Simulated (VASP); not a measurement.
## TaAs: equation of state with PBEsol

TaAs:

```xyz
4
Lattice="-1.7218 1.7218 5.8679 1.7218 -1.7218 5.8679 1.7218 1.7218 -5.8679" Properties=species:S:1:pos:R:3 pbc="T T T"
Ta    0.0000    0.0000    5.8676
Ta    1.7218    0.0000    2.9336
As    0.0000    0.0000    0.9698
As    0.0000    1.7218    3.9037
```

The cell is a database's computed one.

```
Program             : VASP 6.6.1
Task                : equation of state
Functional          : PBEsol
Potentials or basis : VASP PAW PBE potentials, release 64 (Ta_pv, As)
Cutoff              : 520 eV
k mesh              : 11 × 11 × 11
Occupations         : fermi-dirac, width 0.05 eV
Spin                : no spin polarisation
```

```yaml
Equilibrium_volume: 17.10 Å³/atom
Bulk_modulus_at_fixed_shape_and_positions: 193 GPa
Pressure_derivative_of_the_bulk_modulus: 4.4
```

Energy against volume, from the lowest point:
| volume (Å³/atom) | energy (meV/atom) |
| --- | --- |
| 16.353 | 21.24 |
| 16.700 | 5.77 |
| 17.048 | 0.00 |
| 17.396 | 2.91 |
| 17.744 | 13.60 |
| 18.092 | 31.26 |
| 18.440 | 55.14 |

All runs of the series together: 28 min on 1 thread of Intel(R) Xeon(R) 6975P-C (Granite Rapids) (shared host).

Caveat: the cell was scaled at fixed shape and fractional positions, which overstates the stiffness of a crystal with free parameters, most of all of layers and chains; the PAW data sets were made with another functional, which shifts forces and pressure a little. Spin-orbit coupling is left out, which matters for the levels of Ta.
